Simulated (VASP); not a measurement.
Set up this calculation in VASP 6.6.1, as the native input.

```yaml
Task: relaxation of the atoms
Functional: PBE
Potentials_or_basis: VASP PAW PBE potentials, release 64 (C)
Cutoff: 520 eV
k_mesh: 2 × 2 × 1
Occupations: fermi-dirac, width 0.02 eV
Spin: no spin polarisation
Dipole_correction: no
Further_INCAR_settings: LREAL = Auto; ALGO = Normal; EDIFF = 1e-07; IBRION = 2; EDIFFG = -0.08; NSW = 45
```

The structure of C lies in POSCAR:

```
C
1.0
    7.3980000000      0.0000000000      0.0000000000
   -3.6990000000      6.4068560000      0.0000000000
    0.0000000000      0.0000000000     12.0000000000
C
18
Direct
    0.0000000000      0.0000000000      0.0833333000
    0.2222222000      0.1111111000      0.0833333000
    0.0000000000      0.3333333000      0.0833333000
    0.2222222000      0.4444444000      0.0833333000
    0.0000000000      0.6666667000      0.0833333000
    0.2222222000      0.7777778000      0.0833333000
    0.3333333000      0.0000000000      0.0833333000
    0.5555556000      0.1111111000      0.0833333000
    0.3333333000      0.3333333000      0.0833333000
    0.5555556000      0.4444444000      0.0833333000
    0.3333333000      0.6666667000      0.0833333000
    0.5555556000      0.7777778000      0.0833333000
    0.6666667000      0.0000000000      0.0833333000
    0.8888889000      0.1111111000      0.0833333000
    0.6666667000      0.3333333000      0.0833333000
    0.8888889000      0.4444444000      0.0833333000
    0.6666667000      0.6666667000      0.0833333000
    0.8888889000      0.7777778000      0.0833333000
```

The cell was built by a generator and needn't be a form met in nature.

One way to write it, as run:

INCAR

```
SYSTEM = C
ALGO = Normal
EDIFF = 1E-7
EDIFFG = -0.08
ENCUT = 520
GGA = PE
IBRION = 2
ISIF = 2
ISMEAR = -1
LASPH = .True.
LCHARG = .False.
LREAL = Auto
LWAVE = .False.
NELM = 100
NSW = 45
PREC = Accurate
SIGMA = 0.02
```

KPOINTS

```
k-points
0
Gamma
  2 2 1
  0 0 0
```

Potentials or basis: VASP PAW PBE potentials, release 64 (C).

Command:

```sh
$ cat potpaw_PBE.64/C/POTCAR > POTCAR
$ mpirun -np 1 vasp_std > vasp.out
```

It gave:

```json
{"Band gap on the k mesh": "none (metal or under the smearing width)"}
```

Caveat: the k mesh is coarse (spacing up to 0.49 Å⁻¹), so the values aren't converged; the relaxation stopped at its first step, so nothing moved.

Run time: 98 s on 1 thread of Intel(R) Xeon(R) Platinum 8259CL CPU @ 2.50GHz (Skylake/Cascade Lake), with other jobs on the host, peak memory 0.52 GiB.
